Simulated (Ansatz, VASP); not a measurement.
# Two plane-wave programs on Re

Contents of INCAR:

```
PREC     = Accurate       # precision mode
ENCUT    = 520            # plane-wave cutoff, eV
EDIFF    = 1E-7           # SCF threshold, eV
ISMEAR   = 0              # smearing method
SIGMA    = 0.05           # smearing width, eV
LREAL    = False          # projectors in reciprocal space
LASPH    = True           # aspherical terms in the spheres
NELM     = 80             # most SCF steps
ALGO     = Normal         # electronic algorithm
ISIF     = 2              # what is computed and relaxed
LWAVE    = False          # write WAVECAR
LCHARG   = False          # write CHGCAR
GGA      = PE             # functional
NBANDS   = 10             # bands
```

Contents of KPOINTS:

```
Automatic mesh
0
Gamma
  18 18 18
```

File POSCAR:

```
Re
1.0
    0.0000000000      1.9772781472      1.9772781472
    1.9772781472      0.0000000000      1.9772781472
    1.9772781472      1.9772781472      0.0000000000
Re
1
Direct
    0.0000000000      0.0000000000      0.0000000000
```

Input for Ansatz:

```yaml
crystal:
  lattice:
    - [0.0, 1.9772781472, 1.9772781472]
    - [1.9772781472, 0.0, 1.9772781472]
    - [1.9772781472, 1.9772781472, 0.0]
  atoms:
    - { symbol: Re, position: [0.0, 0.0, 0.0] }
basis:
  ecutwfc: 420
  ecutrho_ratio: 4
kpoints:
  mp_grid: { grid: [18, 18, 18] }
hamiltonian:
  xc: pbe
scf:
  occupations: { method: gaussian, width: 0.05 }
output:
  forces: true
  stress: true
  eigenvalues: true
```

Alike in both runs: task single point; functional PBE; k mesh 18 × 18 × 18; occupations gaussian, width 0.05 eV; no spin polarisation.

|  | VASP | Ansatz |
| --- | --- | --- |
| version | VASP 6.6.1 | Ansatz 0.2.0 |
| potentials or method | VASP PAW PBE potentials, release 64 (Re) | scalar-relativistic, plane waves, PAW |
| plane-wave cutoff (eV) | 520 | 420 |
| valence electrons in the cell | 7 | 15 |

```tsv
	VASP	Ansatz	Ansatz less VASP
pressure (GPa)	-10.9	-10.1	+0.73
```

With one functional, cell and mesh, what is left measures potentials, basis and numerics. The two sets of potentials don't hold the same shells in valence.

Spin-orbit coupling is left out, which matters for the levels of Re.
